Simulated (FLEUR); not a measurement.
**KCl (Sylvite) under changes of volume**

One of the cells (31.151 Å³/atom); the others are scaled copies at fixed shape and fractional positions:

```
K Cl
1.0
     0.00000    3.14647    3.14647
     3.14647    0.00000    3.14647
     3.14647    3.14647    0.00000
K Cl
1 1
Direct
  0.00000 0.00000 0.00000
  0.50000 0.50000 0.50000
```

| Property | Result |
| --- | --- |
| Program | FLEUR MaX-R8.1 (later development tree) |
| Functional | Wu-Cohen GGA |
| Potentials or basis | all-electron |
| Basis | FLAPW |
| Kmax | 4.1 1/bohr |
| k mesh | 7 × 7 × 7 |
| Occupations | fermi-dirac, width 0.05 eV |
| Spin | no spin polarisation |

```tsv
volume (Å³/atom)	energy over the lowest point (meV/atom)	gap on the mesh (eV)
29.282	?	?
29.905	0.95	5.24
31.151	0.00	5.12
32.397	4.07	5.01
33.020	7.62	4.96
```

Question: What does the run at 29.282 Å³/atom give?

Answer: Energy over the lowest point 3.73 meV/atom; gap on the mesh 5.31 eV.

Worked out: A Birch-Murnaghan fit of order 2 (a polynomial in V^(-2/3)) to the other rows has its minimum at 30.73 Å³/atom with B0 = V·E''(V) = 16.8 GPa. It gives 3.61 meV/atom at 29.282 Å³/atom, against the run's 3.73. A straight line through the other rows of the gap, of slope -2.83 eV per unit of ln V (its deformation potential), extrapolates to 5.30 eV, against the run's 5.31.

Energies are extrapolated to zero smearing.

Caveats: an odd mesh through Γ misses points on the zone boundary, where band edges often lie (some runs).
